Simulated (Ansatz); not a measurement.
An Ansatz input and the part of its output that reports the observables at the nuclei.

The cell is a structure deposited in the COD, relaxed with PBE at fixed cell and then changed (volume scaled by 0.94, ions relaxed).

```yaml
crystal:
  lattice:
    - [4.2112406814, 0.0, 0.0]
    - [-2.1056203407, 3.6470414115, 0.0]
    - [0.0, 0.0, 6.8668986221]
  atoms:
    - { symbol: Cd, position: [0.3333333333, 0.6666666667, 0.0004794859] }
    - { symbol: Cd, position: [0.6666666667, 0.3333333333, 0.5004794859] }
    - { symbol: Se, position: [0.3333333333, 0.6666666667, 0.3763105141] }
    - { symbol: Se, position: [0.6666666667, 0.3333333333, 0.8763105141] }
kpoints:
  mp_grid: { grid: [12, 12, 6] }
scf:
  occupations: { method: fermi_dirac, width: 0.02 }
hamiltonian:
  xc: pbe
  pseudopotentials: { kind: paw }
output:
  forces: true
  stress: true
  populations: true
  efg: { contact_densities: true }
relax:
  f_tol: 0.02
  max_steps: 60
```

```sh
ansatz run input.yaml --threads 1 --pin off --max-ram 3072MiB --backend cpu --events-out ev --progress --plain --runs-dir out
```

The run relaxes the ions first, and the block belongs to the relaxed positions.

Of the output, the block on the nuclei alone is shown; the set-up, the SCF iterations, energies, forces and stress are cut.

```
--- PAW observables at the nuclei: V_zz in 10²¹ V/m², potentials from the cell's mean, atoms counted from 1 ---
  atom   1  Cd V_zz =    +0.168481   η = 0.0000   by run symmetry: allowed
            electrostatic potential = -7705.160697 V   contact ρ = 1035912.942404 e/Å³
  atom   2  Cd V_zz =    +0.168481   η = 0.0000   by run symmetry: allowed
            electrostatic potential = -7705.160697 V   contact ρ = 1035912.942404 e/Å³
  atom   3  Se V_zz =    +0.166494   η = 0.0000   by run symmetry: allowed
            electrostatic potential = -4710.788034 V   contact ρ = 262874.737505 e/Å³
  atom   4  Se V_zz =    +0.166494   η = 0.0000   by run symmetry: allowed
            electrostatic potential = -4710.788034 V   contact ρ = 262874.737505 e/Å³
```

The relaxation (2 steps) took 34 s of wall time (32 s of CPU time) and 0.65 GiB at its peak, on 1 thread of Intel Xeon Platinum 8375C CPU @ 2.90GHz (Ice Lake) (x86_64; 16 cores open to the job, memory cap 3.0 GiB, no GPU), a shared host with a load of 0.3 a core.

Without spin–orbit coupling (the program notes it for Cd) the gradients can shift somewhat, as the gap is small. At this changed cell the PBE pressure is 7 GPa.
